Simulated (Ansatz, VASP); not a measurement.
## One calculation of Sn, two programs

File INCAR:

```
PREC     = Accurate       # precision mode
ENCUT    = 520            # plane-wave cutoff, eV
EDIFF    = 1E-6           # SCF threshold, eV
ISMEAR   = -1             # smearing method
SIGMA    = 0.05           # smearing width, eV
LREAL    = F              # projectors in reciprocal space
LASPH    = T              # aspherical terms in the spheres
NELM     = 60             # most SCF steps
ALGO     = Fast           # electronic algorithm
ISIF     = 2              # what is computed and relaxed
LWAVE    = F              # write WAVECAR
LCHARG   = F              # write CHGCAR
GGA      = PE             # functional
NBANDS   = 21             # bands
```

File KPOINTS:

```
regular mesh
0
Gamma
  7 7 7
```

POSCAR

```
Sn
1.0
    0.0000000000      3.2116418589      3.2116418589
    3.2116418589      0.0000000000      3.2116418589
    3.2116418589      3.2116418589      0.0000000000
Sn
2
Direct
    0.7500000000      0.7500000000      0.7500000000
    0.5000000000      0.5000000000      0.5000000000
```

The input input.yaml:

```yaml
crystal:
  lattice:
    - [0.0, 3.2116418589, 3.2116418589]
    - [3.2116418589, 0.0, 3.2116418589]
    - [3.2116418589, 3.2116418589, 0.0]
  atoms:
    - { symbol: Sn, position: [0.75, 0.75, 0.75] }
    - { symbol: Sn, position: [0.5, 0.5, 0.5] }
kpoints:
  mp_grid: { grid: [7, 7, 7] }
scf:
  occupations: { method: fermi_dirac, width: 0.05 }
hamiltonian:
  xc: pbe
  pseudopotentials: { kind: all_electron, lapw: { basis_error: 0.0005 } }
output:
  forces: true
  stress: true
  eigenvalues: true
```

Change from the starting cell: volume scaled by 0.98.

Alike in both runs: task single point; functional PBE; k mesh 7 × 7 × 7; occupations fermi-dirac, width 0.05 eV; no spin polarisation.

```csv
,VASP,Ansatz
version,VASP 6.6.1,Ansatz 0.2.0
potentials or method,"VASP PAW PBE potentials, release 64 (Sn_d)","all-electron LAPW, scalar-relativistic"
plane-wave cutoff (eV),520,see its input
```

```csv
,VASP,Ansatz,Ansatz less VASP
gap on the k mesh at the Fermi level (eV),none,none,-
pressure (GPa),4.9,5.0,+0.07
```

A gap of «none» marks a metal or a gap that the smearing closes. Ansatz ran all-electron here, so the differences hold the error of VASP's frozen core and of both bases.
